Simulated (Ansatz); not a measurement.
GeTe:
```cif
data_GeTe
_chemical_formula_sum 'Ge1 Te1'
_space_group_name_H-M_alt 'P 1'
_space_group_IT_number 1
_cell_length_a 4.38733
_cell_length_b 4.38733
_cell_length_c 4.38733
_cell_angle_alpha 57.592
_cell_angle_beta 57.592
_cell_angle_gamma 57.592
loop_
_space_group_symop_operation_xyz
  'x, y, z'
loop_
_atom_site_label
_atom_site_type_symbol
_atom_site_fract_x
_atom_site_fract_y
_atom_site_fract_z
_atom_site_occupancy
Ge1 Ge 0.00559 0.00559 0.00559 1
Te1 Te 0.47341 0.47341 0.47341 1
```

Relaxed with PBE.

Which orbitals make up the states near the band edges in DFT-PBE in the program Ansatz with PAW potentials?

Top 1 eV of the valence band: Te 5p 59 %, Ge 4p 21 %, Ge 4s 16 %. Bottom 1 eV of the conduction band: Ge 4p 69 %, Te 5p 17 %, Te 5s 7 %. Projections are on Löwdin-orthogonalised atomic valence shells; empty p or d shells of many metals are not among them.

Tabulate the density of states.

States/eV per cell of 2 atoms, in 0.25 eV bins, energy from the valence-band maximum.

| E (eV) | total | Te 5p | Ge 4p | Ge 4s |
|---|---|---|---|---|
| -7.89 | 1.46 | 0.30 | 0.04 | 0.98 |
| -7.64 | 1.07 | 0.20 | 0.03 | 0.70 |
| -7.39 | 0.75 | 0.14 | 0.02 | 0.46 |
| -7.14 | 0.46 | 0.09 | 0.01 | 0.27 |
| -6.89 | 0.32 | 0.06 | 0.01 | 0.18 |
| -6.64 | 0.25 | 0.04 | 0.01 | 0.14 |
| -6.39 | 0.18 | 0.03 | 0.01 | 0.10 |
| -6.14 | 0.14 | 0.02 | 0.00 | 0.08 |
| -5.89 | 0.10 | 0.01 | 0.00 | 0.06 |
| -5.64 | 0.07 | 0.01 | 0.00 | 0.04 |
| -5.39 | 0.05 | 0.00 | 0.00 | 0.03 |
| -5.14 | 0.02 | 0.00 | 0.00 | 0.01 |
| -4.89 | 0.50 | 0.26 | 0.21 | 0.02 |
| -4.64 | 0.78 | 0.42 | 0.33 | 0.02 |
| -4.39 | 0.82 | 0.45 | 0.34 | 0.02 |
| -4.14 | 0.85 | 0.47 | 0.34 | 0.02 |
| -3.89 | 1.01 | 0.57 | 0.40 | 0.03 |
| -3.64 | 1.16 | 0.66 | 0.44 | 0.03 |
| -3.39 | 1.47 | 0.86 | 0.54 | 0.04 |
| -3.14 | 1.66 | 1.00 | 0.59 | 0.04 |
| -2.89 | 1.61 | 0.98 | 0.55 | 0.05 |
| -2.64 | 1.62 | 1.00 | 0.53 | 0.05 |
| -2.39 | 1.63 | 1.02 | 0.51 | 0.06 |
| -2.14 | 1.66 | 1.06 | 0.49 | 0.07 |
| -1.89 | 1.76 | 1.16 | 0.48 | 0.08 |
| -1.64 | 1.67 | 1.11 | 0.43 | 0.09 |
| -1.39 | 1.09 | 0.65 | 0.30 | 0.11 |
| -1.14 | 1.16 | 0.64 | 0.32 | 0.16 |
| -0.89 | 1.45 | 0.83 | 0.35 | 0.22 |
| -0.64 | 1.31 | 0.78 | 0.27 | 0.21 |
| -0.39 | 0.71 | 0.44 | 0.11 | 0.13 |
| -0.14 | 0.09 | 0.06 | 0.01 | 0.02 |
| 0.11 | 0.00 | 0.00 | 0.00 | 0.00 |
| 0.36 | 0.00 | 0.00 | 0.00 | 0.00 |
| 0.61 | 0.01 | 0.00 | 0.01 | 0.00 |
| 0.86 | 0.35 | 0.05 | 0.24 | 0.01 |
| 1.11 | 1.42 | 0.22 | 1.00 | 0.04 |
| 1.36 | 1.94 | 0.35 | 1.34 | 0.05 |
| 1.61 | 1.60 | 0.35 | 1.06 | 0.04 |
| 1.86 | 1.41 | 0.35 | 0.89 | 0.04 |
| 2.11 | 1.35 | 0.37 | 0.82 | 0.04 |
| 2.36 | 1.42 | 0.39 | 0.81 | 0.03 |
| 2.61 | 1.87 | 0.49 | 0.92 | 0.03 |
| 2.86 | 1.70 | 0.48 | 0.86 | 0.03 |
| 3.11 | 1.10 | 0.35 | 0.62 | 0.02 |
| 3.36 | 1.24 | 0.40 | 0.70 | 0.02 |
| 3.61 | 1.32 | 0.42 | 0.70 | 0.01 |
| 3.86 | 1.41 | 0.43 | 0.68 | 0.01 |
| 4.11 | 1.38 | 0.42 | 0.64 | 0.01 |
| 4.36 | 1.02 | 0.33 | 0.48 | 0.01 |
| 4.61 | 0.85 | 0.28 | 0.39 | 0.01 |
| 4.86 | 1.06 | 0.26 | 0.37 | 0.01 |
| 5.11 | 1.58 | 0.29 | 0.42 | 0.01 |
| 5.36 | 1.78 | 0.31 | 0.44 | 0.01 |

Space group R3m. Symmetry was held in the PBE relaxation. A crystal of weakly bound layers computed without a dispersion correction: the cell and the soft elastic constants depend strongly on that. Scalar-relativistic: spin–orbit coupling is off unless named, which matters more the heavier the elements.

Potentials: the later of the program's two PAW sets.
